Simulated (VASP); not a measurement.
Here is a VASP 6.6.1 calculation.

INCAR

```
SYSTEM = CdO
PREC = Accurate
ENCUT = 520
EDIFF = 1E-7
ISMEAR = 0
SIGMA = 0.02
LREAL = .FALSE.
LASPH = .TRUE.
NELM = 100
ALGO = Normal
ISIF = 2
LWAVE = .FALSE.
LCHARG = .FALSE.
GGA = PE
AMIX = 0.2
```

KPOINTS

```
Automatic mesh
0
G
  12 12 12
  0 0 0
```

Contents of POSCAR:

```
CdO                                     
1.0
    0.0000000000      2.3914506831      2.3914506831
    2.3914506831     -0.0000000000      2.3914506831
    2.3914506831      2.3914506831     -0.0000000000
  Cd              O             
     1     1
Direct
     1.0000000000000000    0.0000000000000000    0.0000000000000000
     0.5000000000000000    0.5000000000000000    0.5000000000000000
```

Potentials or basis: VASP PAW PBE potentials, release 64 (Cd, O).

The run is started by

```bash
$ cat potpaw_PBE.64/Cd/POTCAR potpaw_PBE.64/O/POTCAR > POTCAR
$ mpirun -np 1 vasp_std > vasp.out
```

**Question.** Predict the pressure.

**Answer.** 0.0 GPa.

**Question.** Predict the band gap on the k mesh.

**Answer.** None (metal or under the smearing width).

Caveat: this crystal is a semiconductor, whose small gap the functional closes, so the metal is an error of the method.
